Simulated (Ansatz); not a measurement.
PbS (Galena) under changes of volume

One of the cells (26.086 Å³/atom); the others are scaled copies at fixed shape and fractional positions:

```
Pb S
1.0
     0.00000    2.96575    2.96575
     2.96575    0.00000    2.96575
     2.96575    2.96575    0.00000
Pb S
1 1
Cartesian
  0.0000 0.0000 0.0000
  2.9657 2.9657 2.9657
```

* Program: Ansatz 0.2.0
* Functional: PBE
* Potentials or basis: Ansatz PAW earlier set
* Cutoff: 700 eV
* Density cutoff: 2800 eV
* k mesh: 8 × 8 × 8
* Occupations: fermi-dirac, width 0.05 eV
* Spin: no spin polarisation

```tsv
volume (Å³/atom)	energy over the lowest point (meV/atom)	pressure (GPa)	gap on the mesh (eV)
24.521	49.59	6.6	0.11
25.042	30.65	5.0	0.20
25.564	16.65	3.6	0.28
26.086	7.16	2.3	0.36
26.607	?	?	?
27.129	0.00	0.0	0.50
27.651	1.57	-1.0	0.56
```

**Question.** What does the run at 26.607 Å³/atom give?

**Answer.** Energy over the lowest point 1.74 meV/atom; pressure 1.1 GPa; gap on the mesh 0.43 eV.

Worked out: A Birch-Murnaghan fit of order 3 (a polynomial in V^(-2/3)) to the other rows has its minimum at 27.13 Å³/atom with B0 = V·E''(V) = 53 GPa and B' = 4.2. It gives 1.75 meV/atom at 26.607 Å³/atom, against the run's 1.74, and -dE/dV = 1.1 GPa, against 1.1. A straight line through the other rows of the gap, of slope 3.74 eV per unit of ln V (its deformation potential), gives 0.42 eV, against the run's 0.43.

Energies are extrapolated to zero smearing.

Caveats: spin-orbit coupling is left out, which as a rule narrows the gap of such compounds by several tenths of an eV.

A mesh can miss the band edges.
